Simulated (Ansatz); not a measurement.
# KI (P1) in Ansatz: convergence with k mesh

Aim: find how far k mesh must go before the results for KI settle, at PBE. This setting moves, with any that are tied to it; all else stays.

Program: Ansatz 0.2.0. These are calculated values, not measurements. Logs are shortened: lines on timing, memory, paths and dates and some standing lists are left out, and cuts for length are marked.

### 1 The cell of the first run

The typed cell holds 2 atoms: a = 4.291 Å, b = 4.291 Å, c = 4.291 Å, α = 90.00°, β = 90.00°, γ = 90.00°.

The cell comes from a database or a generator and needn't be the stable form of this composition.

The cell isn't the ideal one: atoms moved at random, drawn with an rms of 0.05 Å.

### 2 With k mesh 2 × 2 × 2

Contents of input.yaml:

```yaml
crystal:
  lattice:
    - [4.29119666, 0.0, 0.0]
    - [0.0, 4.29119666, 0.0]
    - [0.0, 0.0, 4.29119666]
  atoms:
    - { symbol: I, position: [0.507442, 0.486777, 0.492684] }
    - { symbol: K, position: [0.001792, 0.006923, 0.0096] }
hamiltonian:
  xc: pbe
  pseudopotentials: { kind: nc }
kpoints:
  mp_grid: { grid: [2, 2, 2] }
scf:
  occupations: { method: gaussian, width: 0.1 }
output:
  forces: true
  stress: true
  eigenvalues: true
```

Potentials or basis: Ansatz NC.

Launch:

```bash
> ansatz run input.yaml --threads 2 --pin off --max-ram 5632MiB --backend cpu --events-out ev --progress --plain --runs-dir out
```

Standard output:

```text
Warning: RAYON_NUM_THREADS=2 ignored (pool sized by the plan → 2); use --threads N
Engine: ansatz 0.2.0, x86_64-unknown-linux-gnu
Pseudopotentials: kind: nc
Pseudopotential: I, nc, valence charge 7, recommended cutoff 952.398519 eV (normal), I.nc.azcp
Pseudopotential: K, nc, valence charge 9, recommended cutoff 850 eV (normal), K.nc.azcp
Functional definition: PBE
  parameter kappa = 0.804
  parameter beta = 0.06672455060314922
  exchange = pbe_x(kappa = kappa, mu = beta*pi^2/3)
  correlation = pbe_c(beta = beta)
Crystal: 2 atoms, lattice volume = 79.020 Å³
Basis set: ecut = 952.398519 eV, 5257 PW (Γ), exchange–correlation on 90×90×90 points (8 copies of the dense FFT grid, shifted against one another)
Bands: 12, of which v1, the nominal top of the filled ones, is band 8 counted from 1 (7 counted from 0)
Symmetry: 1 space group operations
Space group: P1 (ITA 1), of the structure as read, at distance tolerance 4.3e-5 Å
k-points: 8
Non-local potential: I, projectors of the file, l = 0: 2, l = 1: 2, l = 2: 2, l = 3: 2
Non-local potential: K, projectors of the file, l = 0: 2, l = 1: 2, l = 2: 2
Initial density: superposition of atomic densities (chi_scale 0.1, normalization cell, long waves kept (reshape's long-wave potential 0.00 eV rms))
Initial wavefunctions: pseudopotential atomic-orbital guess
Functional: x = pbe(κ = 0.804, μ = 0.2195149727645171), c = pbe(β = 0.06672455060314922)
SCF iter   1: F=—  HF=-1123.785222 eV  |F-HF|=—  |Δ(HF+E_count)|=         —  Δρ=2.58e-2  dr2=7.97e-1  ethr=3.10e-3  ⟨swp⟩=8.5  Hψ=835  notcnv=0
preconditioner: auto → Resta (q_TF=auto, 2.091 Å⁻¹)  ε∞=2.3  [insulator: Δε(μ)=2.442 eV  Ē_g=13.673 eV  σ=0.100 eV  W_gap=1.00  n_scr=18 (ndim 8)  ℏωp=15.6 eV  f_vac=0.000  D(μ)=0.00/eV (n_scr^D=0)  ε∞_Penn≈2.3]
SCF iter   2: F=—  HF=-1123.475965 eV  |F-HF|=—  |Δ(HF+E_count)|=   3.09e-1  Δρ=9.38e-3  dr2=1.31e-1  ethr=3.10e-3  ⟨swp⟩=3.2  Hψ=279  notcnv=0
SCF iter   3: F=—  HF=-1123.435422 eV  |F-HF|=—  |Δ(HF+E_count)|=   4.05e-2  Δρ=3.02e-3  dr2=6.67e-3  ethr=8.19e-4  ⟨swp⟩=3.5  Hψ=226  notcnv=0
SCF iter   4: F=—  HF=-1123.440212 eV  |F-HF|=—  |Δ(HF+E_count)|=   4.79e-3  Δρ=3.46e-4  dr2=8.96e-5  ethr=4.17e-5  ⟨swp⟩=3.0  Hψ=191  notcnv=0
SCF iter   5: F=—  HF=-1123.440333 eV  |F-HF|=—  |Δ(HF+E_count)|=   1.22e-4  Δρ=1.12e-4  dr2=1.39e-5  ethr=5.60e-7  ⟨swp⟩=2.5  Hψ=178  notcnv=0
SCF iter   6: F=—  HF=-1123.440350 eV  |F-HF|=—  |Δ(HF+E_count)|=   1.66e-5  Δρ=2.44e-5  dr2=4.55e-7  ethr=8.69e-8  ⟨swp⟩=2.0  Hψ=151  notcnv=0
SCF iter   7: F=-1123.440351 eV  HF=-1123.440351 eV  |F-HF|=2.08e-8  |Δ(HF+E_count)|=   6.51e-7  Δρ=6.20e-6  dr2=3.24e-8  ethr=6.25e-10  ⟨swp⟩=9.9  Hψ=673  notcnv=0
SCF 1 converged in 7 iterations: F = -1123.440351 eV  dr2 = 3.24e-8
SCF converged after 7 iterations
Free energy (F): -1123.440351 eV
Harris-Foulkes:  -1123.440351 eV  (|F-HF|=2.08e-8)
Internal energy: -1123.440351 eV  (E = F + TS)
E sigma→0 (E₀):  -1123.440351 eV
Fermi energy:    4.688267 eV
--- Per-component energies (eV) ---
  E_band       = -116.873186
  E_kinetic    = 362.804450
  E_local      = -853.024736  (includes V_loc(G=0)·N_el)
  E_nonlocal   = 151.201704
  E_hartree    = 231.881405
  E_xc         = -228.232312
  E_vxc        = -241.616030  (∫ρ·V_xc dr)
  E_ewald      = -788.070862
  E_smearing   = -0.000000  (= −TS)
  E_closure    = 0.000000  (closes the sum)
  Σ components = -1123.440351   (vs F -1123.440351, Δ=0.00e0)
--- Forces (eV/Å), atoms counted from 1 ---
  atom   1  I     -0.00911512     0.03141048     0.02666193
  atom   2  K      0.00912663    -0.03137745    -0.02668396
  max |Σ_I F_I| component: 3.30e-5 eV/Å
--- Stress (GPa, compression-positive) ---
        2.369925      -0.015364      -0.012978
       -0.015364       2.367939       0.045394
       -0.012978       0.045394       2.368500
  P = ⅓ Tr σ = 2.3688 GPa (23.688 kbar)
--- Band table (eV; the first three rows and the last of 8) ---
  k-point 0: bands = ["-26.5655", "-10.0173", "-10.0159", "-10.0157", "-8.0568", "2.6980", "2.6995", "2.7008", "6.3041", "7.7248", "7.7365", "11.2240"]
  k-point 1: bands = ["-26.5609", "-10.1674", "-10.0052", "-10.0044", "-7.7606", "0.7416", "2.7731", "2.7776", "8.4744", "9.0607", "10.0148", "10.0709"]
  k-point 2: bands = ["-26.5609", "-10.1674", "-10.0050", "-10.0045", "-7.7609", "0.7419", "2.7736", "2.7767", "8.4760", "9.0581", "10.0185", "10.0844"]
  k-point 7: bands = ["-26.5523", "-10.0800", "-10.0795", "-10.0794", "-7.5264", "1.3876", "1.3877", "1.3895", "8.5881", "8.5926", "8.5949", "11.7000"]
```

It took 2.2 s on 2 threads of Intel Xeon at 2.50GHz (Skylake/Cascade Lake), shared host; peak memory 0.35 GiB.

Results:

```yaml
Free_energy: -1123.4404 eV
Pressure: 2.4 GPa
Largest_force: 0.042 eV/Å
Band_gap_on_the_k_mesh: 3.23 eV, indirect (least direct gap 3.60 eV)
```

### 3 With k mesh 3 × 3 × 3

Edit input.yaml of step 2 so:

```diff
@@ -12,3 +12,3 @@
 kpoints:
-  mp_grid: { grid: [2, 2, 2] }
+  mp_grid: { grid: [3, 3, 3] }
 scf:
```

Potentials or basis: Ansatz NC.

Launch:

```bash
> ansatz run input.yaml --threads 2 --pin off --max-ram 5632MiB --backend cpu --events-out ev --progress --plain --runs-dir out
```

Wall time 4.9 s (2 threads of Intel Xeon at 2.50GHz (Skylake/Cascade Lake), shared host); peak memory 0.34 GiB.

Results:

- Free energy: -1123.8049 eV
- Pressure: 0.8 GPa
- Largest force: 0.064 eV/Å
- Band gap on the k mesh: 3.45 eV, indirect (least direct gap 3.68 eV)

### 4 With k mesh 4 × 4 × 4

Edit input.yaml of step 3 so:

```diff
@@ -12,3 +12,3 @@
 kpoints:
-  mp_grid: { grid: [3, 3, 3] }
+  mp_grid: { grid: [4, 4, 4] }
 scf:
```

Launch:

```bash
> ansatz run input.yaml --threads 2 --pin off --max-ram 5632MiB --backend cpu --events-out ev --progress --plain --runs-dir out
```

Wall time 9 s (2 threads of Intel Xeon at 2.50GHz (Skylake/Cascade Lake), shared host); peak memory 0.38 GiB.

What came out:

```
Free energy            : -1123.8452 eV
Pressure               : 0.6 GPa
Largest force          : 0.066 eV/Å
Band gap on the k mesh : 3.33 eV, indirect (least direct gap 3.69 eV)
```

### 5 With k mesh 5 × 5 × 5

Edit input.yaml of step 4 so:

```diff
@@ -12,3 +12,3 @@
 kpoints:
-  mp_grid: { grid: [4, 4, 4] }
+  mp_grid: { grid: [5, 5, 5] }
 scf:
```

Launch:

```bash
> ansatz run input.yaml --threads 2 --pin off --max-ram 5632MiB --backend cpu --events-out ev --progress --plain --runs-dir out
```

Wall time 19 s (2 threads of Intel Xeon at 2.50GHz (Skylake/Cascade Lake), shared host); peak memory 0.43 GiB.

Results:

```
Free energy            : -1123.8524 eV
Pressure               : 0.5 GPa
Largest force          : 0.067 eV/Å
Band gap on the k mesh : 3.39 eV, indirect (least direct gap 3.69 eV)
```

### 6 With k mesh 6 × 6 × 6

Edit input.yaml of step 5 so:

```diff
@@ -12,3 +12,3 @@
 kpoints:
-  mp_grid: { grid: [5, 5, 5] }
+  mp_grid: { grid: [6, 6, 6] }
 scf:
```

Potentials or basis: Ansatz NC.

Launch:

```bash
> ansatz run input.yaml --threads 2 --pin off --max-ram 5632MiB --backend cpu --events-out ev --progress --plain --runs-dir out
```

Wall time 31 s (2 threads of Intel Xeon at 2.50GHz (Skylake/Cascade Lake), shared host); peak memory 0.53 GiB.

Results (log left out):

```yaml
Free_energy: -1123.8537 eV
Pressure: 0.5 GPa
Largest_force: 0.067 eV/Å
Band_gap_on_the_k_mesh: 3.33 eV, indirect (least direct gap 3.69 eV)
```

### 7 With k mesh 7 × 7 × 7

Edit input.yaml of step 6 so:

```diff
@@ -12,3 +12,3 @@
 kpoints:
-  mp_grid: { grid: [6, 6, 6] }
+  mp_grid: { grid: [7, 7, 7] }
 scf:
```

Launch:

```bash
> ansatz run input.yaml --threads 2 --pin off --max-ram 5632MiB --backend cpu --events-out ev --progress --plain --runs-dir out
```

Wall time 46 s (2 threads of Intel Xeon at 2.50GHz (Skylake/Cascade Lake), shared host); peak memory 0.65 GiB.

Results (log left out):

- Free energy: -1123.8540 eV
- Pressure: 0.5 GPa
- Largest force: 0.067 eV/Å
- Band gap on the k mesh: 3.36 eV, indirect (least direct gap 3.69 eV)

### 8 With k mesh 9 × 9 × 9

Edit input.yaml of step 7 so:

```diff
@@ -12,3 +12,3 @@
 kpoints:
-  mp_grid: { grid: [7, 7, 7] }
+  mp_grid: { grid: [9, 9, 9] }
 scf:
```

Launch:

```bash
> ansatz run input.yaml --threads 2 --pin off --max-ram 5632MiB --backend cpu --events-out ev --progress --plain --runs-dir out
```

Run time: 96 s. Hardware: 2 threads of Intel Xeon at 2.50GHz (Skylake/Cascade Lake), shared host; peak memory 1 GiB.

Results (log left out):

- Free energy: -1123.8541 eV
- Pressure: 0.5 GPa
- Largest force: 0.067 eV/Å
- Band gap on the k mesh: 3.35 eV, indirect (least direct gap 3.69 eV)

### 9 With k mesh 10 × 10 × 10

Edit input.yaml of step 8 so:

```diff
@@ -12,3 +12,3 @@
 kpoints:
-  mp_grid: { grid: [9, 9, 9] }
+  mp_grid: { grid: [10, 10, 10] }
 scf:
```

Potentials or basis: Ansatz NC.

Launch:

```bash
> ansatz run input.yaml --threads 2 --pin off --max-ram 5632MiB --backend cpu --events-out ev --progress --plain --runs-dir out
```

Run time: 2.3 min. Hardware: 2 threads of Intel Xeon at 2.50GHz (Skylake/Cascade Lake), shared host; peak memory 1.3 GiB.

It converged, with:

```
Free energy            : -1123.8541 eV
Pressure               : 0.5 GPa
Largest force          : 0.067 eV/Å
Band gap on the k mesh : 3.33 eV, indirect (least direct gap 3.69 eV)
```

### 10 Summary

```
      k mesh  energy less the tightest run, at zero smearing (meV/atom)  pressure (GPa)  largest force (eV/Å)  gap on the mesh (eV)  SCF cycles  CPU time (s)  peak memory (GiB)
   2 × 2 × 2                                                     206.86            2.37                 0.042                 3.234           7           3.9               0.35
   3 × 3 × 3                                                      24.57            0.82                 0.064                 3.453           7           9.1               0.34
   4 × 4 × 4                                                       4.42            0.59                 0.066                 3.330           7            17               0.38
   5 × 5 × 5                                                       0.85            0.54                 0.067                 3.390           7            37               0.43
   6 × 6 × 6                                                       0.18            0.53                 0.067                 3.334           7            60               0.53
   7 × 7 × 7                                                       0.04            0.53                 0.067                 3.365           7            90               0.65
   9 × 9 × 9                                                       0.00            0.52                 0.067                 3.353           7           190                  1
10 × 10 × 10                                                       0.00            0.52                 0.067                 3.335           7           250                1.3
```

Against the tightest run, the energy stays within 1 meV/atom from 5 × 5 × 5 on; the pressure stays within 0.1 GPa from 4 × 4 × 4 on; the largest force stays within 0.005 eV/Å from 3 × 3 × 3 on. Not settled before the last step: the gap on the mesh (to 0.01 eV). Meshes of other sizes hit other points, so gaps and Fermi surfaces needn't settle smoothly. The tightest run that finished is the yardstick and may itself not be fully converged.

Caveats: spin-orbit coupling is left out, which moves the levels of the heavy elements.
